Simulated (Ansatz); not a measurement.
Crystal: Ta.

```
Ta
1.0
    -1.65128    1.65128    1.65128
     1.65128   -1.65128    1.65128
     1.65128    1.65128   -1.65128
Ta
1
Cartesian
  0.0000 0.0000 0.0000
```

Base run:

- Program: Ansatz 0.2.0
- Functional: r2SCAN
- Potentials or basis: Ansatz PAW
- Cutoff: 500 eV (not typed: the program's choice for these potentials)
- k mesh: 11 × 11 × 11
- Occupations: fermi-dirac, width 0.05 eV
- Spin: no spin polarisation

Its results: band gap on the k mesh none (metal or under the smearing width); pressure 0.1 GPa.

Task: After a change of settings the same cell gave: band gap on the k mesh none (metal or under the smearing width); pressure -4.3 GPa. Which change was it?
A. functional from r2SCAN to PBE; cutoff from 500 eV (not typed: the program's choice for these potentials) to 420 eV (not typed: the program's choice for these potentials)
B. functional from r2SCAN to PBE; cutoff from 500 eV (not typed: the program's choice for these potentials) to 420 eV (not typed: the program's choice for these potentials); occupations from fermi-dirac, width 0.05 eV to gaussian, width 0.011 eV
C. functional from r2SCAN to r2SCAN50; k mesh from 11 × 11 × 11 to 6 × 6 × 6
D. functional from r2SCAN to PBEsol; cutoff from 500 eV (not typed: the program's choice for these potentials) to 420 eV (not typed: the program's choice for these potentials)

Result: D.

Caveats: spin-orbit coupling is left out, which moves the levels of the heavy elements; the PAW data sets come from PBE, with cores solved anew for the run's functional, which leaves a small shift of forces and pressure.
